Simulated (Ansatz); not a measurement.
Crystal: Tl.

```
CELL_PARAMETERS angstrom
-1.95600 1.95600 1.95600
1.95600 -1.95600 1.95600
1.95600 1.95600 -1.95600
ATOMIC_POSITIONS crystal
Tl 0.00000 0.00000 0.00000
```

This isn't the form of Tl at room conditions, which is hcp.

```yaml
Program: Ansatz 0.2.0
Task: single point
Functional: PBE
Potentials_or_basis: all-electron LAPW, scalar-relativistic
Cutoff: 170 eV (chosen from the basis error)
Basis_error_allowed: 0.001 eV/atom
k_mesh: 10 × 10 × 10
Occupations: fermi-dirac, width 0.05 eV
Spin: no spin polarisation
```

On this cell: pressure 1.4 GPa; band gap on the k mesh none (metal or under the smearing width).

The same run follows on a disturbed copy (cell strained at random at fixed volume):

```
CELL_PARAMETERS angstrom
-1.90590 1.93071 1.95199
1.91556 -1.92009 1.95103
1.98715 2.00134 -1.94138
ATOMIC_POSITIONS crystal
Tl 0.98625 0.00462 0.00435
```

Problem. What does the disturbed cell give?

Solution. The energy (extrapolated to zero smearing) moves by +4.2 meV/atom; pressure 1.4 GPa; band gap on the k mesh none (metal or under the smearing width).

Stress tensor (GPa, compression positive):
```
 1.39 -1.04 -0.10
-1.04  1.26 -0.13
-0.10 -0.13  1.60
```
